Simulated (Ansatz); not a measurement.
# Calculated 201Hg nuclear quadrupole resonance for HgTe under strain

Cell: a structure deposited in the COD, relaxed with PBE at fixed cell and then changed (z compressed by 2 %, ions relaxed).

```yaml
crystal:
  lattice:
    - [0.00000, 3.22350, 3.15903]
    - [3.22350, 0.00000, 3.15903]
    - [3.22350, 3.22350, 0.00000]
  atoms:
    - { symbol: Hg, position: [0.00000, 0.00000, 0.00000] }
    - { symbol: Te, position: [0.25000, 0.25000, 0.25000] }
```

Sites (sets of like atoms) are named by element and the number of their first atom in this list.

Method: Kohn–Sham DFT in Ansatz, PBE, plane waves and PAW, scalar-relativistic, 420 eV cutoff, Γ-centred 13×13×13 k-points, Fermi–Dirac smearing 0.05 eV.

201Hg: I = 3/2, Q = 387.0 mb (year-2017 value). Static lattice, zero field.

Problem. At which frequencies do the 201Hg NQR lines lie?

Solution. For I = 3/2 there is one line, ν = (|C_Q|/2)(1 + η²/3)^½.

```csv
site,atoms,V_zz (10²¹ V/m²),C_Q (MHz),η,line frequencies (MHz)
Hg,1,1.15,10.8,0.00,5.38
```

An axis of threefold or higher order runs through Hg, so V_zz lies along it and η is zero.

With no gap above 0.1 eV, as in a metal, the gradients converge slowly in k; expect changes of a tenth or more on a denser mesh. Spin–orbit coupling is left out, which shifts gradients on Hg by a few per cent in wide-gap crystals, and can shift them far more where the calculated gap is small or absent, as here. Semilocal functionals make gaps too small and can close them, so the real compound need not be a metal. At this changed cell the PBE pressure is 5 GPa.

The relaxation (1 step) took 21 s of wall time (20 s of CPU time) and 0.67 GiB at its peak, on 1 thread of AMD EPYC 9R14 (Zen 4) (x86_64; 16 cores open to the job, memory cap 3.0 GiB, no GPU), a shared host with a load of 0.4 a core.
